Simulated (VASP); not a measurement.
## In: single point with LDA

Crystal: In.

```
In
1.0
    -1.88253    1.88253    1.88253
     1.88253   -1.88253    1.88253
     1.88253    1.88253   -1.88253
In
1
Direct
  0.00000 0.00000 0.00000
```

This isn't the form of In at room conditions, which is tetragonal.

```
Program             : VASP 6.6.1
Task                : single point
Functional          : LDA
Potentials or basis : VASP PAW LDA potentials, release 64 (In_d)
Cutoff              : 520 eV
k mesh              : 18 × 18 × 18
Occupations         : gaussian, width 0.15 eV
Spin                : no spin polarisation
```

* Pressure: -2.9 GPa
* Band gap on the k mesh: none (metal or under the smearing width)

Levels at points of the mesh, in eV from the Fermi level:
```tsv
k point	band 2	band 3	band 4	band 5	band 6	band 7	band 8	band 9	band 10	band 11
(0.00, 0.00, 0.00)	-14.57	-14.57	-14.30	-14.30	-9.41	10.75	10.75	10.75	13.05	13.05
(0.50, 0.00, 0.00)	-14.60	-14.31	-14.30	-14.13	-3.97	-3.08	5.75	7.25	10.10	10.11
(0.50, 0.50, 0.50)	-14.67	-14.17	-14.17	-14.17	0.75	1.24	1.24	1.24	5.38	5.38
```

It took 19 s on 1 thread of Intel(R) Xeon(R) Platinum 8259CL CPU @ 2.50GHz (Skylake/Cascade Lake), with other jobs on the host, peak memory 0.17 GiB.
